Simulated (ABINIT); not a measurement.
HfC in ABINIT: the effect of Hubbard term

Crystal: HfC.

```
CELL_PARAMETERS angstrom
0.00000 2.32500 2.32500
2.32500 0.00000 2.32500
2.32500 2.32500 0.00000
ATOMIC_POSITIONS crystal
Hf 0.50000 0.50000 0.50000
C 0.00000 0.00000 0.00000
```

Alike in all runs:

| Quantity | Value |
| --- | --- |
| Program | ABINIT 10.8.3 (patched build) |
| Task | single point |
| Functional | PBEsol |
| Potentials or basis | JTH PAW PBE v2.0 |
| Cutoff | 517 eV |
| k mesh | 10 × 10 × 10 |
| Occupations | fermi-dirac, width 0.05 eV |
| Spin | no spin polarisation |
| Double counting (usepawu) | 1 |
| Fine-grid cutoff | 1034.03 eV |

```tsv
Hubbard term	pressure (GPa)
Hf d U = 0 eV	-6.5
Hf d U = 2 eV	-1.0
Hf d U = 4 eV	?
Hf d U = 6 eV	9.8
Hf d U = 8 eV	15.3
```

Task: What does the run with Hubbard term Hf d U = 4 eV give?

Result: Pressure 4.4 GPa.

Worked out: A straight line through the other rows of the pressure, of slope 2.72 GPa per eV, gives 4.4 GPa, against the run's 4.4.

Caveats: the PAW data sets were made with another functional, which shifts forces and pressure a little; U without spin polarisation on a metal has little footing; the U is typed as a test and isn't derived for this compound.
